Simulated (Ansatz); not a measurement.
# Sb (Pm-3m) in Ansatz: band structure with PBEsol

Aim: the band structure of Sb with PBEsol.

Program: Ansatz 0.2.0. These are calculated values, not measurements. Logs are shortened: lines on timing, memory, paths and dates and some standing lists are left out, and cuts for length are marked.

**1. Starting point**

Symmetry: Pm-3m, No. 221, cubic system. The conventional cell has a = 3.160 Å, b = 3.160 Å, c = 3.160 Å, α = 90.00°, β = 90.00°, γ = 90.00°. Around Sb (site symmetry m-3m) lie 6 Sb at 3.16 Å.

This isn't the form of Sb at room conditions, which is rhombohedral.

**2. Band structure, PBEsol**

Input file input.yaml:

```yaml
crystal:
  lattice:
    - [3.16, 0.0, 0.0]
    - [0.0, 3.16, 0.0]
    - [0.0, 0.0, 3.16]
  atoms:
    - { symbol: Sb, position: [0.0, 0.0, 0.0] }
hamiltonian:
  xc: pbesol
  pseudopotentials: { kind: paw }
kpoints:
  mp_grid: { grid: [8, 8, 8] }
  band_path:
    path:
      - [[0.0, 0.0, 0.0], [0.0, 0.5, 0.0], [0.5, 0.5, 0.0], [0.0, 0.0, 0.0], [0.5, 0.5, 0.5], [0.0, 0.5, 0.0]]
      - [[0.5, 0.5, 0.0], [0.5, 0.5, 0.5]]
    npoints: 14
scf:
  occupations: { method: fermi_dirac, width: 0.05 }
  n_extra_bands: 6
output:
  forces: true
  stress: true
  eigenvalues: true
  fatbands: true
```

Potentials or basis: Ansatz PAW.

Run with:

```bash
ansatz run input.yaml --threads 2 --pin off --max-ram 5632MiB --backend cpu --events-out ev --progress --plain --runs-dir out
```

Standard output:

```text
Warning: RAYON_NUM_THREADS=2 ignored (pool sized by the plan → 2); use --threads N
scf.n_extra_bands = 6 over 8 filled bands (N_el = 15.0): the run solves 14 bands
Engine: ansatz 0.2.0, aarch64-unknown-linux-gnu
Pseudopotentials: kind: paw
Pseudopotential: Sb, paw, valence charge 15, recommended cutoff 420 eV (normal), Sb.paw.azcp
Functional definition: PBEsol
  exchange = pbesol_x
  correlation = pbesol_c
Crystal: 1 atoms, lattice volume = 31.554 Å³
Basis set: ecut = 420 eV, 619 PW (Γ), exchange–correlation on 48×48×48 points (8 copies of the dense FFT grid, shifted against one another)
Bands: 14, of which v1, the nominal top of the filled ones, is band 8 counted from 1 (7 counted from 0)
Symmetry: 48 space group operations
Space group: Pm-3m (ITA 221), of the structure as read, at distance tolerance 3.2e-5 Å
k-points: 35 of 512
Non-local potential: Sb, projectors of the file, l = 0: 2, l = 1: 2, l = 2: 2, l = 3: 2
PAW form: soft (Blöchl's): semilocal exchange-correlation on the pseudo side does not see the compensation charge
PAW frozen core: Sb, regenerated for the run's functional, and the local potential with it (the file was generated under x = pbe(κ = 0.804, μ = 0.2195149727645171), c = pbe(β = 0.06672455060314922))
PAW one-centre angular grid: Sb, 590 points (default); XC on 64 Gauss nodes
Initial density: superposition of atomic densities (neutral atoms: chi_scale 0, normalization atom), corrected by the library's trained network
Initial wavefunctions: pseudopotential atomic-orbital guess
Functional: x = pbesol(κ = 0.804, μ = 0.12345679012345678), c = pbesol(β = 0.046)
SCF iter   1: F=—  HF=-6408.001777 eV  |F-HF|=—  |Δ(HF+E_count)|=         —  Δρ=2.37e-3  dr2=1.12e-3  ethr=1.77e-3  ⟨swp⟩=5.6  Hψ=2795  notcnv=0
preconditioner: auto → none  [insulator: Δε(μ)=0.207 eV  Ē_g=14.164 eV  σ=0.050 eV  W_gap=0.53  n_scr=6 (ndim 8)  ℏωp=14.8 eV  f_vac=0.004  D(μ)=0.99/eV (n_scr^D=6)  ε∞_Penn≈2.1]
SCF iter   2: F=—  HF=-6408.000461 eV  |F-HF|=—  |Δ(HF+E_count)|=   1.32e-3  Δρ=8.58e-4  dr2=1.27e-4  ethr=7.47e-6  ⟨swp⟩=3.0  Hψ=1127  notcnv=0  defer=40
SCF iter   3: F=—  HF=-6408.000458 eV  |F-HF|=—  |Δ(HF+E_count)|=   2.58e-6  Δρ=1.53e-4  dr2=5.60e-6  ethr=8.49e-7  ⟨swp⟩=2.4  Hψ=680  notcnv=0  defer=40
SCF iter   4: F=—  HF=-6408.000462 eV  |F-HF|=—  |Δ(HF+E_count)|=   3.29e-6  Δρ=6.53e-5  dr2=1.05e-6  ethr=3.73e-8  ⟨swp⟩=2.0  Hψ=696  notcnv=0  defer=40
iter 5 did not close the SCF: its close was put off for the readings that it lacked (scf_convergence_deferred on its scf_iter line)
SCF iter   5: F=-6408.000461 eV  HF=-6408.000461 eV  |F-HF|=4.12e-8  |Δ(HF+E_count)|=   6.63e-7  Δρ=1.23e-5  dr2=3.68e-8  ethr=6.97e-9  ⟨swp⟩=2.0  Hψ=688  notcnv=0  defer=40
SCF iter   6: F=-6408.000461 eV  HF=-6408.000461 eV  |F-HF|=9.55e-10  |Δ(HF+E_count)|=   2.17e-8  Δρ=1.88e-6  dr2=7.84e-10  ethr=2.45e-10  ⟨swp⟩=6.9  Hψ=2257  notcnv=0
SCF 1 converged in 6 iterations: F = -6408.000461 eV  dr2 = 7.84e-10
NSCF: frozen V_eff on 86 k-points
SCF converged after 6 iterations
Free energy (F): -6408.000461 eV
Harris-Foulkes:  -6408.000461 eV  (|F-HF|=9.55e-10)
Internal energy: -6407.993183 eV  (E = F + TS)
E sigma→0 (E₀):  -6407.996822 eV
Entropy (-TS):   -0.007278 eV (-7.278 meV/atom)
Fermi energy:    8.922665 eV
--- Per-component energies (eV) ---
  E_band       = -179.720150
  E_kinetic    = 206.123972
  E_local      = -1614.550009  (includes V_loc(G=0)·N_el)
  E_nonlocal   = 363.669613
  E_hartree    = 727.135513
  E_xc         = -136.944232
  E_vxc        = -95.896250  (∫ρ·V_xc dr)
  E_paw        = -4499.231809  (= ΣΔE_a)
  E_vpaw       = -493.339997  (= ΣTr[D̂ρ^β])
  E_aug_tail   = -0.000002  (compensation charges beyond the density's cutoff)
  E_ewald      = -1454.528087
  E_core_change = 0.331857  (= ΣΔE_core)
  E_smearing   = -0.007278  (= −TS)
  E_closure    = 0.000000  (closes the sum)
  Σ components = -6408.000461   (vs F -6408.000461, Δ=0.00e0)
--- Forces (eV/Å), atoms counted from 1 ---
  atom   1  Sb    -0.00000000     0.00000000    -0.00000000
  max |Σ_I F_I| component: 4.11e-32 eV/Å
--- Stress (GPa, compression-positive) ---
       -4.673489      -0.000000       0.000000
       -0.000000      -4.673489       0.000000
        0.000000       0.000000      -4.673489
  P = ⅓ Tr σ = -4.6735 GPa (-46.735 kbar)
--- Band table (eV; the first three rows and the last of 35) ---
  k-point 0: bands = ["-20.0614", "-20.0614", "-19.9155", "-19.9155", "-19.9155", "-3.0057", "12.0952", "12.0952", "12.0952", "16.0400", "16.0400", "16.7655", "27.4620", "27.4620"]
  k-point 1: bands = ["-20.0606", "-20.0423", "-19.9209", "-19.9209", "-19.9151", "-2.7932", "10.0122", "12.2996", "12.2996", "16.2251", "16.6800", "18.7867", "25.8271", "25.9567"]
  k-point 2: bands = ["-20.0587", "-19.9960", "-19.9339", "-19.9339", "-19.9141", "-2.1811", "7.1327", "12.8585", "12.8585", "16.7721", "17.2867", "22.5057", "23.4536", "23.4831"]
  k-point 34: bands = ["-19.9923", "-19.9923", "-19.9923", "-19.8533", "-19.8533", "4.0939", "7.4818", "7.4818", "7.4818", "13.9203", "13.9203", "13.9203", "15.9301", "32.7755"]
```

Run time: 1.4 s. Hardware: 2 threads of Arm Neoverse V1, shared host; peak memory 0.27 GiB.

What came out:

```
Free energy            : -6408.0005 eV
Pressure               : -4.7 GPa
Band gap on the k mesh : none (metal or under the smearing width)
```

Levels at the corners of the path, in eV from the Fermi level:
```
point  band 4  band 5  band 6  band 7  band 8  band 9  band 10  band 11
    Γ  -28.84  -28.84  -11.93    3.17    3.17    3.17     7.12     7.12
    X  -28.85  -28.84   -9.70   -5.15    5.00    5.00     9.36    10.38
    M  -28.87  -28.78   -7.37   -3.23   -3.23    2.39     6.83    13.02
    Γ  -28.84  -28.84  -11.93    3.17    3.17    3.17     7.12     7.12
    R  -28.78  -28.78   -4.83   -1.44   -1.44   -1.44     5.00     5.00
    X  -28.85  -28.84   -9.70   -5.15    5.00    5.00     9.36    10.38
    M  -28.87  -28.78   -7.37   -3.23   -3.23    2.39     6.83    13.02
    R  -28.78  -28.78   -4.83   -1.44   -1.44   -1.44     5.00     5.00
```

Caveat: spin-orbit coupling is left out, which moves the levels of the heavy elements; the PAW data sets come from PBE, with cores solved anew for the run's functional, which leaves a small shift of forces and pressure.
